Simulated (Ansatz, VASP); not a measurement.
Two plane-wave programs on SiO2

Contents of INCAR:

```
SYSTEM = SiO2
ALGO = Normal
EDIFF = 1E-7
ENCUT = 520
GGA = PE
ISIF = 2
ISMEAR = -1
LASPH = .TRUE.
LCHARG = .TRUE.
LELF = .TRUE.
LREAL = .FALSE.
LVHAR = .TRUE.
LWAVE = .FALSE.
NBANDS = 25
NELM = 100
PREC = Accurate
SIGMA = 0.05
```

File KPOINTS:

```
k-points
0
G
  6 6 10
  0 0 0
```

File POSCAR:

```
SiO2
1.0
    4.2331690000      0.0000000000      0.0000000000
    0.0000000000      4.2331690000      0.0000000000
    0.0000000000      0.0000000000      2.6934950000
Si O
2 4
Direct
    0.0000000000      0.0000000000      0.0000000000
    0.5000000000      0.5000000000      0.5000000000
    0.8068390000      0.1931610000      0.5000000000
    0.3068390000      0.3068390000      0.0000000000
    0.1931610000      0.8068390000      0.5000000000
    0.6931610000      0.6931610000      0.0000000000
```

Contents of input.yaml:

```yaml
crystal:
  lattice:
    - [4.233169, 0.0, 0.0]
    - [0.0, 4.233169, 0.0]
    - [0.0, 0.0, 2.693495]
  atoms:
    - { symbol: Si, position: [0.0, 0.0, 0.0] }
    - { symbol: Si, position: [0.5, 0.5, 0.5] }
    - { symbol: O, position: [0.806839, 0.193161, 0.5] }
    - { symbol: O, position: [0.306839, 0.306839, 0.0] }
    - { symbol: O, position: [0.193161, 0.806839, 0.5] }
    - { symbol: O, position: [0.693161, 0.693161, 0.0] }
hamiltonian:
  xc: pbe
  pseudopotentials: { kind: paw, azcp: { folder: soft_1 } }
kpoints:
  mp_grid: { grid: [6, 6, 10] }
scf:
  occupations: { method: fermi_dirac, width: 0.05 }
output:
  forces: true
  stress: true
  eigenvalues: true
```

The cell comes from a database or a generator and needn't be the stable form of this composition.

Alike in both runs: task single point; functional PBE; k mesh 6 × 6 × 10; occupations fermi-dirac, width 0.05 eV; no spin polarisation.

|  | VASP | Ansatz |
| --- | --- | --- |
| version | VASP 6.6.1 | Ansatz 0.2.0 |
| potentials or method | VASP PAW PBE potentials, release 64 (Si, O) | Ansatz PAW soft_1 |
| plane-wave cutoff (eV) | 520 | 420 |
| valence electrons in the cell | 32 | 32 |

VASP gave:

```
gap on the k mesh at the Fermi level (eV)       : 5.02
least direct gap on the mesh (eV)               : 5.02
pressure (GPa)                                  : 0.0
largest component of the traceless stress (GPa) : 0.03
rms of the force components (eV/Å)              : 0.003
```

Problem. Estimate Ansatz's values.

Solution. gap on the k mesh at the Fermi level (eV): 5.04; least direct gap on the mesh (eV): 5.04; pressure (GPa): -0.2; largest component of the traceless stress (GPa): 0.49; rms of the force components (eV/Å): 0.006.

Atom by atom the forces differ by 0.009 eV/Å (rms over components). With one functional, cell and mesh, what is left measures potentials, basis and numerics.

Caveats: the pressure holds a Pulay correction of +0.6 GPa for the finite cutoff (Ansatz). A k mesh can miss the band edges. As with any semilocal functional, this PBE gap is likely too small.
